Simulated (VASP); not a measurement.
# HgTe (Coloradoite): relaxation of the atoms with PBE

HgTe (Coloradoite):

```
Hg Te
1.0
     0.00000    3.34964    3.34964
     3.34964    0.00000    3.34964
     3.34964    3.34964    0.00000
Hg Te
1 1
Direct
  0.00000 0.00000 0.00000
  0.25000 0.25000 0.25000
```

The cell isn't the ideal one: a relaxed cell with its volume scaled by 1.02.

| Item | Value |
| --- | --- |
| Program | VASP 6.6.1 |
| Task | relaxation of the atoms |
| Functional | PBE |
| Potentials or basis | VASP PAW PBE potentials, release 64 (Hg, Te) |
| Cutoff | 600 eV |
| k mesh | 10 × 10 × 10 |
| Occupations | gaussian, width 0.03 eV |
| Spin | no spin polarisation |
| Further INCAR settings | ALGO = Normal; EDIFF = 1e-07; IBRION = 2; EDIFFG = -0.01; NSW = 40 |

```json
{
  "Pressure after relaxing": "-0.6 GPa",
  "Band gap on the k mesh": "none (metal or under the smearing width)"
}
```

Final structure:
```yaml
crystal:
  lattice:
    - [0.00000, 3.34964, 3.34964]
    - [3.34964, 0.00000, 3.34964]
    - [3.34964, 3.34964, 0.00000]
  atoms:
    - { symbol: Hg, position: [0.00000, 0.00000, 0.00000] }
    - { symbol: Te, position: [0.25000, 0.25000, 0.25000] }
```

Levels at points of the mesh, in eV from the Fermi level:
```
           k point  band 5  band 6  band 7  band 8  band 9  band 10  band 11  band 12  band 13
(0.00, 0.00, 0.00)   -6.39   -6.39   -0.98   -0.01   -0.01    -0.01     4.40     4.40     4.40
(0.50, 0.00, 0.00)   -6.37   -6.15   -4.83   -0.80   -0.80     0.69     5.12     5.12     6.75
(0.50, 0.50, 0.00)   -6.34   -6.04   -4.88   -1.86   -1.86     1.90     2.75     7.85     8.41
```

It took 44 s on 1 thread of Intel(R) Xeon(R) Platinum 8259CL CPU @ 2.50GHz (Skylake/Cascade Lake) (shared host), peak memory 0.27 GiB.

Caveat: the relaxation stopped at its first step, so nothing moved. The run has no spin-orbit coupling, so splittings on Hg, Te are missing.
